Before a calculated stiffness of SiC goes into a stress estimate, someone must decide whether to accept the number at hand or pay for another run. The answer depends on what made the number high or low: the program, or the functional, the approximation used for exchange and correlation. For this crystal much of that can be settled with a pencil, provided the rest volume is known, that is, the volume at which the calculated energy is lowest.

Kohn-Sham DFT bulk moduli of cubic SiC (F-43m, 2-atom cell), from fits to energies at seven volumes (five for FLEUR) between 9.73 and 10.97 Å³/atom. All runs omit spin polarisation and spin-orbit coupling and use Fermi-Dirac smearing of 0.05 eV. The last column is relative to a measured bulk-crystal value of 225 GPa, quoted in pmc:9505936.

```tsv
program	functional	how the value is got	potentials or basis	wave cutoff (eV)	k-mesh	computed bulk modulus (GPa)	computed over measured, less one (%)
ABINIT 10.8.3 (1)	BP86	fit, rest volume 10.59 Å³/atom	PseudoDojo NC SR PBE v0.4.1 standard	1116	10x10x10	207.4	-7.8
GPAW 26.7.0	BEEF-vdW	fit, rest volume 10.57 Å³/atom	GPAW PAW data sets (gpaw data 1.2.1)	800	10x10x10	208.4	-7.4
ABINIT 10.8.3 (2)	BP86+D3	fit, rest volume 10.39 Å³/atom	JTH PAW PBE v2.0	544	10x10x10	217.4	-3.4
FLEUR MaX-R8.1 (later development tree)	WC	fit, rest volume 10.33 Å³/atom	all electron	n/a	10x10x10	221.2	-1.7
Quantum ESPRESSO 7.5	LDA	fit, rest volume 10.12 Å³/atom	PseudoDojo 0.4.1 SR LDA standard	1116	10x10x10	228.2	1.4
ABINIT 10.8.3 (3)	LDA	fit, rest volume 10.13 Å³/atom	JTH PAW LDA v2.0	544	10x10x10	229.5	2.0
ABINIT 10.8.3 (4)	LDA-VWN	fit, rest volume 10.12 Å³/atom	JTH PAW LDA v2.0	544	10x10x10	229.9	2.2
ABINIT 10.8.3 (5)	r2SCAN	fit, rest volume 10.34 Å³/atom	JTH PAW PBE v2.0	626	10x10x10	232.0	3.1
```

**Where the spread comes from**

With LDA, Quantum ESPRESSO and ABINIT (3) differ by 1.3 GPa, although their potentials differ as well. With r2SCAN set aside for a reason given below, the whole table spans 22.5 GPa. Most of the spread therefore comes from the functional. It goes together with the rest volume: functionals that give a larger crystal give, on the whole, a softer one.

**The rule**

Take 219 GPa at 10.35 Å³ per atom, and subtract 4.8 GPa for each percent of additional rest volume. For a smaller volume, add the same amount. If a source gives only the cubic lattice constant a, the volume per atom is a³/8, because the cubic cell holds eight atoms.

*BP86, ABINIT (1).* The rest volume is 10.59 Å³, and 10.59/10.35 = 1.023, so the crystal is 2.3% larger. The rule gives 219 − 4.8 × 2.3 ≈ 208 GPa. The full calculation gave 207.4 GPa.

*LDA, Quantum ESPRESSO.* The rest volume is 10.12 Å³, about 2.2% smaller. The rule gives 219 + 4.8 × 2.2 ≈ 230 GPa, against a computed 228.2 GPa. Both worked rows were among the seven used to fix the two constants, and this one has the largest miss of the seven.

**Why a larger crystal is a softer one**

LDA treats the electrons at each point as if they belonged to a uniform gas, and it usually binds solids too tightly. Gradient corrections, as in BP86, on balance lower the energy where the density is uneven. Pulling the atoms apart makes the density more uneven, so the correction favours expansion. It acts like an extra outward pressure on the LDA crystal.

The calculated pressures, from ABINIT (1) for BP86 and Quantum ESPRESSO for LDA, indicate its size. The two runs also differ in program and potentials, and the BP86 run used potentials made for another gradient-corrected functional, PBE, so the difference isn't purely that of the functionals. Near the LDA rest volume, BP86 pushes outward by about 10 GPa more than LDA. As a first estimate, dividing by the LDA bulk modulus gives an expansion of 10.25/228.2 ≈ 4.5%, and the two rest volumes differ by 4.6%. The estimate leaves out that the crystal softens and the push weakens on the way, two effects that partly cancel. ABINIT's pressures lie slightly below the slope of its energies, but at the fitted BP86 rest volume they vanish to within about 0.1 GPa, which is small beside this push.

Expansion then softens the crystal, because longer bonds resist further compression less. The quantity B′, the rise of the bulk modulus with pressure, measures this: at 3.9 for LDA, each percent of expansion costs about 3.9% of the stiffness. If the extra pressure were constant, that would be the whole story, and BP86 would come out near 191 GPa. This is far too soft.

The missing piece is that the extra pressure is itself springy. It weakens by about 1.8% for each percent of expansion, and so it grows when the crystal is squeezed. A push that grows under compression adds resistance. The two effects combine simply:

loss of stiffness per percent of volume ≈ 3.9% − 1.8% = 2.1%

The two bulk moduli and rest volumes give 2.1% as well. This agreement shows that the account is consistent. It is not an independent test, because the pressures and the bulk moduli describe the same energy curves.

A comparison at equal volume makes the point plainer. At 10.346 Å³ per atom, BP86 is the stiffer of the two, with 227 GPa against 209 GPa for LDA. LDA gives the higher value in the table because its crystal comes to rest with shorter bonds.

The same reasoning gives the direction for a correction that pulls inward. Dispersion attraction should shrink the crystal and stiffen it, and BP86+D3 is indeed smaller and stiffer than plain BP86. The potentials differ between those two rows too, so the full change of 10 GPa can't be credited to dispersion.

**How far the rule reaches**

Over the seven rows the rule stays within 2 GPa of the full calculation, or about 1%. It is a straight line fitted to bulk modulus against rest volume, and the printed analysis below gives every miss. It covers cubic SiC between 10.12 and 10.59 Å³ per atom, with LDA and gradient-corrected functionals. Hybrid functionals, which mix in exact exchange, are not in the table, and the rule shouldn't be carried over to them untested.

The r2SCAN row was left out of the fit because its energies scatter about a smooth curve far more than those of the other rows. Its pressure is also still above 1 GPa at the fitted rest volume, where it should vanish, and ABINIT warned of very low densities in this run. The rule falls 12 GPa short of its listed value. The slope of its pressures suggests that part of this gap is an error of the fit: at 10.346 Å³ per atom, close to the fitted rest volume, it gives about 227 GPa instead of 232 GPa. The pressures scatter a little too, so how far this functional really departs from the line can't be decided from this run.

The rule compares functionals, each at its own rest volume. Squeezing one SiC crystal under one functional is a different series, and there the full 3.9% per percent applies. Going from one tetrahedral semiconductor to another is different again. A familiar estimate for that series is B ≈ 2000/d^3.5, with B in GPa, the bond length d in Å and a roughly recalled constant. It comes within 8 GPa of the seven rows, but its slope is only about half as steep as theirs, because it describes a change of chemistry and not a change of functional.

**What this means for the decision**

Check the lattice constant before the bulk modulus. One percent in length is three percent in volume, and so between six and seven percent in stiffness. If a calculated crystal is clearly too large or too small, its bulk modulus will be off in a predictable direction, and changing the program while keeping the functional is unlikely to help.

The measured value of 225 GPa sets a limit to this reasoning. At 10.35 Å³, close to the volume of the supplied cell, the rule gives a value 2.7% below it. The measurement is a single quoted one, and it includes thermal and zero-point motion, which the calculations lack. Such motion usually softens a crystal, so correcting for it should raise the measured value. It also expands the crystal, so the rule would then have to be read at a smaller volume, where it gives a higher value too. The two corrections are expected to offset each other at least in part. The table doesn't show what would close the gap, and errors of 1 to 3% are no basis for choosing between LDA and WC.

Numerical output:

```
fit of y on 7 rows (good): constant 219 +/- 0.39, coefficient of x -4.794 +/- 0.21; rms 0.865, worst Quantum ESPRESSO 7.5 1.57, leave-one-out rms 1.18
  rows outside the fit (model, value, miss): ABINIT 10.8.3 (5) 219.6, 232, -12.4
Rules against computed B (GPa):
                                      row  volume above 10.35 in %  computed  pocket rule     miss  constant pressure  bond rule
                        ABINIT 10.8.3 (1)                    2.294     207.4          208   0.5874              191.4      210.9
                              GPAW 26.7.0                    2.169     208.4        208.6   0.1889              192.4      211.2
                        ABINIT 10.8.3 (2)                   0.3619     217.4        217.3  -0.1373              206.1      215.6
  FLEUR MaX-R8.1 (later development tree)                  -0.1598     221.2        219.8   -1.433              210.3        217
                     Quantum ESPRESSO 7.5                    -2.25     228.2        229.8    1.598              228.2      222.4
                        ABINIT 10.8.3 (3)                   -2.125     229.5        229.2  -0.2999              227.1      222.1
                        ABINIT 10.8.3 (4)                   -2.191     229.9        229.5  -0.3845              227.7      222.2
                        ABINIT 10.8.3 (5)                  -0.1384       232        219.7   -12.34              210.1      216.9
Largest miss of pocket rule without r2SCAN (GPa): 1.598
Largest miss of bond rule without r2SCAN (GPa): 7.672
Loss of B per percent of volume (%): 2.192
Change of B per percent of bond length (%): 6.575
Extra pressure of BP86 over LDA near the LDA rest volume (GPa): 10.25
Expansion expected from that pressure (%): 4.492
Expansion found, BP86 over LDA (%): 4.649
Power q with which the extra pressure falls with volume: 1.777
Power of B against rest volume expected, B' less q: 2.088
Power of B against rest volume found for this pair: 2.103
B of BP86 at the common volume 10.346 A^3/atom (GPa): 227
B of LDA at the common volume 10.346 A^3/atom (GPa): 209.4
Spread of B over rows without r2SCAN (GPa): 22.5
LDA in two programs, difference of B (GPa): 1.3
Rule at 10.35 A^3/atom against measured B (%): -2.672
```
